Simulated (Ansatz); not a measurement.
Crystal: ZrC.

```
Zr C
1.0
     0.00000    2.36500    2.36500
     2.36500    0.00000    2.36500
     2.36500    2.36500    0.00000
Zr C
1 1
Cartesian
  2.3650 2.3650 2.3650
  0.0000 0.0000 0.0000
```

Base run:

| Item | Value |
| --- | --- |
| Program | Ansatz 0.2.0 |
| Functional | RPBE |
| Potentials or basis | Ansatz PAW |
| Cutoff | 420 eV |
| Density cutoff | 1680 eV |
| k mesh | 10 × 10 × 10 |
| Occupations | fermi-dirac, width 0.05 eV |
| Spin | no spin polarisation |

Its results: band gap on the k mesh none (metal or under the smearing width); pressure 0.3 GPa.

Q: The run is repeated on the same cell with these changes: functional from RPBE to m-r2SCAN; cutoff from 420 eV to 500 eV; density cutoff from 1680 eV to 2000 eV. What comes out?

A: Band gap on the k mesh none (metal or under the smearing width); pressure -2.6 GPa.

Caveats: the PAW data sets come from PBE, with cores solved anew for the run's functional, which leaves a small shift of forces and pressure; the potentials were made for another functional, which shifts forces and pressure (some runs).

Not every run made on this cell is shown here.
